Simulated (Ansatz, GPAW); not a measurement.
# InP: 3 runs at one level of theory

```
In P
1.0
     0.00000    2.93050    2.93050
     2.93050    0.00000    2.93050
     2.93050    2.93050    0.00000
In P
1 1
Cartesian
  0.0000 0.0000 0.0000
  4.3957 4.3957 4.3957
```

Alike in all runs: task single point; functional PBE; k mesh 8 × 8 × 8; occupations gaussian, width 0.016 eV; no spin polarisation; no spin-orbit coupling. Pressure is positive in compression and, in plane waves, holds the error of the finite cutoff, which Ansatz's Pulay term estimates and takes out.

```
                        program and potentials  plane-wave cutoff (eV)                             notes  band gap (eV)  pressure (GPa)
                            Ansatz, Ansatz PAW                     420  Pulay term of +0.04 GPa included           0.72            3.34
Ansatz, all-electron LAPW, scalar-relativistic                       -                                 -           0.71            3.34
    GPAW, GPAW PAW data sets (gpaw-data 1.2.1)                     600                                 -           0.71            3.04
```

The band gap spans 0.71 (GPAW, GPAW PAW data sets (gpaw-data 1.2.1)) to 0.72 eV (Ansatz, Ansatz PAW), with all-electron results at 0.71. The pressure spans 3.04 (GPAW, GPAW PAW data sets (gpaw-data 1.2.1)) to 3.34 GPa (Ansatz, all-electron LAPW, scalar-relativistic), with all-electron results at 3.34.

The functional is the same throughout but for its coding, so the spread measures potentials, basis and numerics; runs on potential files found faulty are left out.
